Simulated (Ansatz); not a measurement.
# As: energy change per atom and pressure as volume scale varies

Results calculated with Ansatz 0.2.0, not measured. Plane-wave DFT, scalar-relativistic PAW made under PBE with cores redone for the functional, no dispersion; the given relaxed cell is scaled uniformly, energy at zero smearing counts from the unscaled cell, pressure at the given Fermi-Dirac smearing is positive in compression.

The cell before it is scaled or strained (space group Fd-3m, No. 227):
```
As
1.0
      0.0000     3.0918     3.0918
      3.0918     0.0000     3.0918
      3.0918     3.0918     0.0000
As
2
Direct
  0.12500 0.12500 0.12500
  0.87500 0.87500 0.87500
```

Settings of every row: spin polarised no; functional RPBE; wave cutoff 420 eV; smearing width 0.1 eV; k mesh 10x10x10.

Atom starting moment: 0 on all atoms.

Limits: the cell comes from a prototype or a list of computed structures and needn't be the stable phase.

```csv
row,volume scale,V (Å³/atom),energy change per atom (meV),pressure (GPa)
1,0.88,26.009,65.53,6.61
2,0.92,27.191,26.57,3.92
3,0.96,28.373,5.74,1.68
4,1.04,30.737,6.77,-1.68
5,1.08,31.92,?,?
6,1.12,33.102,49.26,-3.96
```

Question: what energy change per atom and pressure should row 5 give?

Worked fit of energy change per atom. Take u = (V_r/V)^(2/3) − 1 with V_r = 28.373 Å³ an atom, which is twice the finite (Eulerian) strain; such expansions in the strain, on which the Birch-Murnaghan equation of state is built, carry the rest volume and the bulk modulus. The shown rows have u = 0.05971, 0.02877, 0, -0.05195, -0.09767. Least squares give energy change per atom = 5.7 + 454.17 × u + 9208 × u² meV; a straight line predicts inner rows, each left out in turn, worse (root mean square 26 against 0.26 meV). The rows lie off it by -0.12, 0.18, 0.04, -0.19, 0.08 (root mean square 0.13 meV). The withheld row has u = -0.07553, so the fit gives 5.7 + 454.17 × (-0.07553) + 9208 × (-0.07553)² = 23.93 meV.

The calculation gave 23.81 meV. The fit lies 0.12 meV (0.2 % of the column's range) above it; its largest miss of a shown row is 0.19 meV.

Worked fit of pressure. Take u = (V_r/V)^(2/3) − 1 with V_r = 28.373 Å³ an atom, which is twice the finite (Eulerian) strain; such expansions in the strain, on which the Birch-Murnaghan equation of state is built, carry the rest volume and the bulk modulus. The shown rows have u = 0.05971, 0.02877, 0, -0.05195, -0.09767. Least squares give pressure = 1.687 + 73.08 × u + 156.5 × u² GPa; a straight line predicts inner rows, each left out in turn, worse (root mean square 0.45 against 0.011 GPa). The rows lie off it by 0.00, 0.00, -0.01, 0.01, 0.00. The pressure vanishes at u = -0.0244, or V = 29.44 Å³ an atom, and there the bulk modulus at fixed shape and fractions is B = −V dP/dV = (2/3)(1 + u) dP/du = 42.6 GPa. The withheld row has u = -0.07553, so the fit gives 1.687 + 73.08 × (-0.07553) + 156.5 × (-0.07553)² = -2.94 GPa.

The calculation gave -2.93 GPa. The fit lies 0.01 GPa (0.095 % of the column's range) below it, one unit of the last digit.
